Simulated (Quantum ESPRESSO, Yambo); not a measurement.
# CdSe (F-43m): G0W0 with Yambo, start to end, part 2 of 3

Aim: the G0W0 gap of CdSe (F-43m) on PBE, step by step.

Quantum ESPRESSO 7.5 and Yambo 5.3.0; PBE and many-body steps on it, plane waves. Known limits of the many-body steps: not at the basis limit; no spin-orbit coupling; coarse k mesh.

So far. Step 2 (Ground state): The gap is direct, at Γ. Step 3 (Bands along the symmetry lines): The gap is 0.643 eV, as in the run before at this level.

## (4) Empty states on the mesh, 4×4×4 mesh, 377 bands

Level of this step: DFT, PBE, plane waves, norm-conserving pseudopotentials (Quantum ESPRESSO).

The sums over transitions need many empty states on a uniform mesh; this step solves for them.

pw.in reads:

```
&control
  calculation = 'nscf'
  prefix = 'x'
  outdir = 'o'
  pseudo_dir = 'pseudo'
/
&system
  ibrav = 0
  nat = 2
  ntyp = 2
  ecutwfc = 104.0
  nbnd = 377
  force_symmorphic = .true.
/
&electrons
  conv_thr = 1e-9
  electron_maxstep = 80
  diago_full_acc = .true.
  diago_thr_init = 5e-6
/
ATOMIC_SPECIES
  Cd 112.41 Cd.upf
  Se 78.971 Se.upf
CELL_PARAMETERS angstrom
  -0.0000000000 3.0250000000 3.0250000000
  3.0250000000 0.0000000000 3.0250000000
  3.0250000000 3.0250000000 -0.0000000000
ATOMIC_POSITIONS crystal
  Cd 0.0000000000 0.0000000000 0.0000000000
  Se 0.7500000000 0.7500000000 0.7500000000
K_POINTS automatic
  4 4 4 0 0 0
```

Command:

```bash
$ OMP_NUM_THREADS=1 mpirun -n 4 pw.x -nk 4 -in pw.in > pw.out
```

The log of the run:

```text
[banner, memory and clock lines left out]
Program PWSCF v.7.5 starts

     Atomic positions and unit cell read from directory:
     o/x.save/

     Message from routine setup:
     using ibrav=0 with symmetry is DISCOURAGED, use correct ibrav instead

     G-vector sticks info

     bravais-lattice index     =            0
     lattice parameter (alat)  =       8.0842  a.u.
     unit-cell volume          =     373.5964 (a.u.)^3
     number of atoms/cell      =            2
     number of atomic types    =            2
     number of electrons       =        44.00
     number of Kohn-Sham states=          377
     kinetic-energy cutoff     =     104.0000  Ry
     charge density cutoff     =     416.0000  Ry
     Exchange-correlation= PBE
                           (   1   4   3   4   0   0   0)

     celldm(1)=   8.084241  celldm(2)=   0.000000  celldm(3)=   0.000000
     celldm(4)=   0.000000  celldm(5)=   0.000000  celldm(6)=   0.000000

     crystal axes: (cart. coord. in units of alat)
               a(1) = (  -0.000000   0.707107   0.707107 )
               a(2) = (   0.707107   0.000000   0.707107 )
               a(3) = (   0.707107   0.707107  -0.000000 )

     reciprocal axes: (cart. coord. in units 2 pi/alat)
               b(1) = ( -0.707107  0.707107  0.707107 )
               b(2) = (  0.707107 -0.707107  0.707107 )
               b(3) = (  0.707107  0.707107 -0.707107 )
     Pseudo is Norm-conserving + core correction, Zval = 20.0
     Generated using ONCVPSP code by D. R. Hamann
     Using radial grid of 1368 points,  6 beta functions with:
     Pseudo is Norm-conserving + core correction, Zval = 24.0
     Generated using ONCVPSP code by D. R. Hamann
     Using radial grid of 1214 points,  6 beta functions with:
     Cd               20.00   112.41000     Cd( 1.00)
     Se               24.00    78.97100     Se( 1.00)

     24 Sym. Ops. (no inversion) found

   Cartesian axes

     site n.     atom                  positions (alat units)
         1        Cd     tau(   1) = (   0.0000000   0.0000000   0.0000000  )
         2        Se     tau(   2) = (   1.0606602   1.0606602   1.0606602  )

     number of k points=     8
                       cart. coord. in units 2pi/alat
        k(    1) = (   0.0000000   0.0000000   0.0000000), wk =   0.0312500
        k(    2) = (   0.1767767   0.1767767  -0.1767767), wk =   0.2500000
        k(    3) = (  -0.3535534  -0.3535534   0.3535534), wk =   0.1250000
[...]
k(    7) = (  -0.7071068   0.0000000   0.0000000), wk =   0.0937500
        k(    8) = (  -0.7071068   0.3535534   0.0000000), wk =   0.1875000

     Dense  grid:    53497 G-vectors     FFT dimensions: (  54,  54,  54)

     The potential is recalculated from file :
     o/x.save/charge-density

     Starting wfcs are   23 randomized atomic wfcs +  354 random wfcs

     Band Structure Calculation

     End of band structure calculation

          k = 0.0000 0.0000 0.0000 (  6735 PWs)   bands (ev):

  -198.7240-138.2021-138.2021-138.2021 -93.3810 -54.4430 -54.4430 -54.4430
   -38.3759 -38.3759 -38.3759 -38.3722 -38.3722  -4.3449   0.3513   0.3513
     0.3513   0.7425   0.7425   8.3376   8.3376   8.3376   8.9804  14.2838
    14.2838  14.2838  18.2020  19.5140  19.5140  20.4439  20.4439  20.4439
[...]
[... 36 further rows ...]
[...]
203.4708

          k = 0.1768 0.1768-0.1768 (  6684 PWs)   bands (ev):

  -198.7240-138.2021-138.2021-138.2021 -93.3810 -54.4432 -54.4431 -54.4431
[...]
[... 36 further rows ...]
[...]
199.7136

          k =-0.3536-0.3536 0.3536 (  6658 PWs)   bands (ev):

  -198.7240-138.2021-138.2021-138.2021 -93.3810 -54.4433 -54.4431 -54.4431
[...]
59.1124  59.2374  60.0945  60.0945  61.0949  61.0949  61.8136  61.8683
     [... 36 further rows ...]
   195.0882 196.2263 196.2263 196.3015 196.3382 198.6511 198.6511 199.0444
   200.1688

          k = 0.3536 0.0000 0.0000 (  6715 PWs)   bands (ev):

     [... further k-points ...]

     highest occupied, lowest unoccupied level (ev):     8.3376    8.9804

     XML data file, pseudopotentials, collected wavefunctions
```

The job ended after 50 s (4 MPI ranks of Intel Xeon 6975P-C (Granite Rapids), shared host; peak memory 1.1 GiB; 2.9 min of CPU time).

Numbers from this step:

```yaml
gap: 0.6428 eV
k_of_the_valence_top: 0, 0, 0
k_of_the_conduction_bottom: 0, 0, 0
least_direct_gap: 0.6428 eV
k_points_computed: 8
lowest_point_of_the_top_converged_band_above_the_valence_top: 189.6279 eV
```

On this mesh the gap is 0.643 eV.

## (5) Conversion and set-up

This step: Yambo 5.3.0; conversion and set-up on PBE, plane waves, norm-conserving pseudopotentials.

The states are converted to the many-body program's format and the q mesh is built.

Command:

```bash
$ (cd o/x.save; p2y > p2y.log; mv SAVE ../..); yambo > setup.log
```

The log of the run:

```text
 Yambo, version 5.3.0

 [02] CORE Variables Setup
 =========================

  [02.01] Unit cells
  ==================

  Cell kind             :  FCC
  Atoms in the cell     :  Cd  Se
  number of Cd atoms    :  1
  number of Se atoms    :  1

  List of atomic masses
  Mass of Cd    :  112.4100
  Mass of Se    :  78.97100

  List of atomic coordinates    : [cc]
  Cd1       :  0.000000  0.000000  0.000000  order 1
  Se1       :  8.574632  8.574632  8.574632  order 2

  Alat factors          :  5.716422  5.716422  5.716422 [a.u.]
  Direct lattice volume :  373.5964 [a.u.]
  Direct lattice vectors:  A[ 1 ]  A[ 2 ]  A[ 3 ]
   A[ 1 ]: -0.000000  1.000000  1.000000  [iru]
  -0.000000  5.716422  5.716422  [cc]
   A[ 2 ]:  1.000000  0.000000  1.000000  [iru]
   5.716422  0.000000  5.716422  [cc]
   A[ 3 ]:  1.000000  1.000000 -0.000000  [iru]
   5.716422  5.716422 -0.000000  [cc]

  Recip. lattice volume :  0.663952 [a.u.]
  Recip. lattice vectors:  B[ 1 ]  B[ 2 ]  B[ 3 ]
   B[ 1 ]: -0.500000  0.500000  0.500000  [iku]
  -0.549573  0.549573  0.549573  [cc]
   B[ 2 ]:  0.500000 -0.500000  0.500000  [iku]
   0.549573 -0.549573  0.549573  [cc]
   B[ 3 ]:  0.500000  0.500000 -0.500000  [iku]
   0.549573  0.549573 -0.549573  [cc]

  [02.02] Symmetries
  ==================

  Inversion symmetry    : yes
  Spatial inversion     : no
  Inversion index       :  25
  K-space Time-reversal : yes
  Magnetic symmetries   : no
  Time-reversal derived K-space symmetries:   25   48
  Group table correct   : yes
  Symmetries units      :  [cc]

   [S  1]:   1.0000     -0.30397E-16 -0.30397E-16 -0.30397E-16   1.0000      0.30397E-16  0.30397E-16  0.30397E-16   1.0000
   [S  2]:  -1.0000      0.30397E-16 -0.30397E-16  0.30397E-16  -1.0000      0.30397E-16 -0.30397E-16 -0.30397E-16   1.0000
   [S  3]:  -1.0000     -0.30397E-16  0.30397E-16  0.30397E-16   1.0000     -0.30397E-16 -0.30397E-16  0.30397E-16  -1.0000
[...]
[S  9]: -0.30397E-16   1.0000     -0.30397E-16  0.30397E-16 -0.30397E-16   1.0000       1.0000      0.30397E-16  0.30397E-16
   [S 10]: -0.30397E-16  -1.0000      0.30397E-16  0.30397E-16  0.30397E-16  -1.0000       1.0000     -0.30397E-16 -0.30397E-16
     [... 36 further rows ...]
   [S*47]:   1.0000     -0.30397E-16  0.30397E-16 -0.30397E-16  0.30397E-16  -1.0000      0.30397E-16   1.0000     -0.30397E-16
   [S*48]:   1.0000      0.30397E-16 -0.30397E-16 -0.30397E-16 -0.30397E-16   1.0000      0.30397E-16  -1.0000      0.30397E-16

  [02.03] Reciprocal space
  ========================

  nG shells         :   462
  nG charge         :   53497
  nG WFs            :   7773
  nC WFs            :   6735
  G-vecs. in first 46 shells:  [ Number ]
     1    9   15   27   51   59   65   89  113
    137   169   181   229   259   283   307   331   339
    387   411   459   531   537   561   609   645   701
[...]
1639
  ...
[...]
K/Q-points units:
  rlu = crystal or reduced units; cc = cartesian coordinates; iku = interal k-units

  K [1]          [rlu]:  0.000000  0.000000  0.000000
         WF components:   6735
  K [2]          [rlu]:  0.16337E-16 -0.11418E-16  0.25000
         WF components:   6684
  K [3]          [rlu]: -0.32675E-16  0.22836E-16 -0.50000
         WF components:   6658
  K [4]          [rlu]:  0.77583E-17  0.25000      0.25000
         WF components:   6715
  K [5]          [rlu]:  0.90027E-17  0.25000     -0.50000
         WF components:   6712
  [... 2 further k-points ...]
  K [8]          [rlu]:  0.250000 -0.500000 -0.250000
         WF components:   6688

  [02.05] Energies & Occupations
  ==============================

  [X] === General ===
  [X] Electronic Temperature                        :  0.000000  0.000000 [eV K]
  [X] Bosonic    Temperature                        :  0.000000  0.000000 [eV K]
  [X] Finite Temperature mode                       : no
  [X] El. density                                   :  0.79478E+24 [cm-3]
  [X] Fermi Level                                   :  8.337628 [eV]

  [X] === Gaps and Widths ===
  [X] Conduction Band Min                           :  0.642755 [eV]
  [X] Valence Band Max                              :  0.000000 [eV]
  [X] Filled Bands                                  :  22
  [X] Empty Bands                                   :    23   377
  [X] Direct Gap                                    :  0.642755 [eV]
  [X] Direct Gap localized at k                     :  1
  [X] Indirect Gap                                  :  0.642755 [eV]
  [X] Indirect Gap between kpts                     :  1  1
  [X] Last valence band width                       :  2.274404 [eV]
  [X] 1st conduction band width                     :  4.462916 [eV]

  E @ K [1]:  [eV]
  -207.0616 -146.5397 -146.5397 -146.5397 -101.7187  -62.7807  -62.7807  -62.7807
  -46.71355 -46.71355 -46.71355 -46.70980 -46.70980 -12.68252  -7.98634  -7.98634
   -7.9863      -7.5951      -7.5951     -0.37883E-10 -0.30307E-10   0.0000      0.64275       5.9462
[...]
occ @ K [1]
[...]
E @ K [2]:  [eV]
[...]
occ @ K [2]
[...]
E @ K [3]:  [eV]
[...]
occ @ K [3]
[...]
E @ K [4]:  [eV]
[...]
occ @ K [4]
[...]
E @ K [5]:  [eV]
[...]
occ @ K [5]
[...]
[... 2 further k-points ...]
  E @ K [8]:  [eV]
[...]
occ @ K [8]
[...]
0.000000  0.000000  0.000000  0.000000  0.000000  0.000000  0.000000  0.000000
   0.000000  0.000000  0.000000  0.000000  0.000000  0.000000  0.000000  0.000000

 [03] Transferred momenta grid and indexing
 ==========================================

 IBZ Q-points                                      :   8
 BZ  Q-points                                      :   64

 K/Q-points units:
 rlu = crystal or reduced units; cc = cartesian coordinates; iku = interal k-units

 Q [1]          [rlu]:  0.000000  0.000000  0.000000
 Q [2]          [rlu]: -0.89146E-17 -0.89146E-17  0.25000
 Q [3]          [rlu]:  0.17829E-16  0.17829E-16 -0.50000
[...]
Q [7]          [rlu]: -0.15517E-16 -0.50000     -0.50000
 Q [8]          [rlu]:  0.250000 -0.500000 -0.250000

  [03.01] X indexes
  =================

   [03.01.01] Sigma indexes
   ========================

 [06] Game Over & Game summary
```

It took 3.9 s on 1 MPI rank; peak memory 0.26 GiB.

[end of part 2 of 3]

[Paths, hosts, dates, memory and timing lines, banners, echoed tables and standing remarks are left out of the program output.]

[Logs are printed without paths, hosts, clocks, repeated set-up lines and the standing remarks that a program may print on its own settings, such as how far it seeks lower states.]

[Runs of the session that timed out or met a known fault of the program may be left out.]

[Hosts, paths, dates, database ids (printed as entryN), source tags and the programs' standing remarks are cut or masked in the printed files.]
